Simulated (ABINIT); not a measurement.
A run of ABINIT 10.8.3 (patched build) is set up as follows.

File run.abi:

```
# Datasets: ground state, then fixed potential
ndtset 2

# Pseudopotentials
pp_dirpath "./"
pseudos "Mg.LDA_PW-JTH.xml, B.LDA_PW-JTH.xml"

# Structure
acell 3*1.0
rprim
     5.8298050945     0.0000000000     0.0000000000
    -2.9149025472     5.0487593110     0.0000000000
     0.0000000000     0.0000000000     6.6575051371
ntypat 2
znucl 12 5
natom 3
typat 1 2 2
xred
     0.0000000000     0.0000000000     0.0000000000
     0.6666666667     0.3333333333     0.5000000000
     0.3333333333     0.6666666667     0.5000000000

# Plane-wave basis
ecut 408.170794 eV
pawecutdg 30.0

# Exchange and correlation
ixc 7

# Bands and occupations
occopt 3
tsmear 0.00183747

# SCF cycle
nstep 100

# Output
iomode 3
prtwf 0
prteig 0
prtebands 0
enunit 1
prtden1 1

# Dataset 1
kptopt1 1
ngkpt1 10 10 8
nshiftk1 1
shiftk1 0.0 0.0 0.0
nband1 12
tolvrs1 1.0e-9

# Dataset 2: bands along G-M-K-G-A-L-H-A
iscf2 -2
getden2 1
nband2 18
nbdbuf2 4
tolwfr2 1.0e-11
kptopt2 -7
ndivsm2 6
prteig2 1
kptbounds2
     0.0000000000     0.0000000000     0.0000000000
     0.5000000000     0.0000000000     0.0000000000
     0.3333333333     0.3333333333     0.0000000000
     0.0000000000     0.0000000000     0.0000000000
     0.0000000000     0.0000000000     0.5000000000
     0.5000000000     0.0000000000     0.5000000000
     0.3333333333     0.3333333333     0.5000000000
     0.0000000000     0.0000000000     0.5000000000
```

Potentials or basis: JTH PAW LDA v2.0.

The run is started by

```sh
$ abinit run.abi > log 2>&1
```

**Question.** Predict the band gap on the k mesh.

**Answer.** None (metal or under the smearing width).

Levels at the corners of the path, in eV from the Fermi level:
```csv
point,band 6,band 7,band 8,band 9,band 10,band 11
Γ,-2.96,0.32,0.32,1.60,6.24,6.24
M,-7.80,-2.20,0.17,3.01,3.87,5.26
K,-7.17,-5.88,1.75,1.75,6.09,6.09
Γ,-2.96,0.32,0.32,1.60,6.24,6.24
A,-7.46,0.70,0.70,6.58,6.58,7.84
L,-6.87,-3.58,-1.91,-1.37,5.73,8.54
H,-6.27,-5.19,-2.04,-2.04,3.38,11.48
A,-7.46,0.70,0.70,6.58,6.58,7.84
```

Caveat: the atomic spheres overlap.
